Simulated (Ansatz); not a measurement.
# KZnF3 in Ansatz: the effect of functional

The system is KZnF3.

```
Zn K F
1.0
     4.12943    0.00000    0.00000
     0.00000    4.12943    0.00000
     0.00000    0.00000    4.12943
Zn K F
1 1 3
Direct
  0.50000 0.50000 0.50000
  0.00000 0.00000 0.00000
  0.50000 0.00000 0.50000
  0.00000 0.50000 0.50000
  0.50000 0.50000 0.00000
```

The cell isn't the ideal one: volume scaled by 1.06.

Alike in all runs:

* Program: Ansatz 0.2.0
* Task: single point
* Potentials or basis: Ansatz PAW
* k mesh: 7 × 7 × 7
* Occupations: fermi-dirac, width 0.05 eV
* Spin: no spin polarisation

```csv
functional,cutoff,gap on the mesh (eV),pressure (GPa)
PBEsol,420 eV (not typed: the program's choice for these potentials),3.67,-3.9
LDA,420 eV (not typed: the program's choice for these potentials),?,?
r2SCAN,500 eV (not typed: the program's choice for these potentials),4.58,-4.5
```

Problem. What does the run with functional LDA give?

Solution. gap on the mesh 3.58 eV; pressure -8.4 GPa.

Caveats: odd divisions of the mesh miss points on the zone boundary, where band edges often lie, so the gap on the mesh can be too wide; the PAW data sets come from PBE, with cores solved anew for the run's functional, which leaves a small shift of forces and pressure.

A k mesh can miss the band edges.

Runs at the PBE level aren't shown here.
